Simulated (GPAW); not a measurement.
Hf:

```xyz
2
Lattice="3.1967 0.0000 0.0000 -1.5983 2.7684 0.0000 0.0000 0.0000 5.0578" Properties=species:S:1:pos:R:3 pbc="T T T"
Hf    1.5984    0.9228    3.7934
Hf    0.0000    1.8456    1.2645
```

* Program: GPAW 26.7.0
* Task: relaxation of cell and atoms
* Functional: PBEsol
* Dispersion: D3(BJ)
* Potentials or basis: PAW data sets generated in the run's folder for this functional
* Cutoff: 600 eV
* Basis: pw
* k mesh: 8 × 8 × 5
* Occupations: fermi-dirac, width 0.05 eV
* Spin: no spin polarisation

At the start: pressure -7.0 GPa; volume 22.38 Å³/atom.

Question: How do energy, volume and symmetry change on relaxing?

Answer: Over 5 steps the energy falls by 30.7 meV/atom and the volume is 21.01 Å³/atom (-6.1 %); space group P6_3/mmc (No. 194, to 0.05 Å).

Step by step:
| step | energy change (eV) | largest force (eV/Å) | pressure (GPa) | volume (Å³) |
| --- | --- | --- | --- | --- |
| 1 | 0.0000 | 0.0000 | -6.96 | 44.76 |
| 2 | -0.0337 | 0.0000 | -4.84 | 43.84 |
| 3 | -0.0613 | 0.0000 | 0.25 | 41.92 |
| 4 | -0.0614 | 0.0000 | -0.01 | 42.01 |
| 5 | -0.0614 | 0.0000 | -0.03 | 42.02 |

Final structure:
```yaml
crystal:
  lattice:
    - [3.13008, 0.00000, 0.00000]
    - [-1.56504, 2.71073, 0.00000]
    - [0.00000, 0.00000, 4.95220]
  atoms:
    - { symbol: Hf, position: [0.66667, 0.33333, 0.75000] }
    - { symbol: Hf, position: [0.33333, 0.66667, 0.25000] }
```

Caveat: later steps reuse the first step's grids; pairwise dispersion overbinds metals, which lowers pressure and volume.
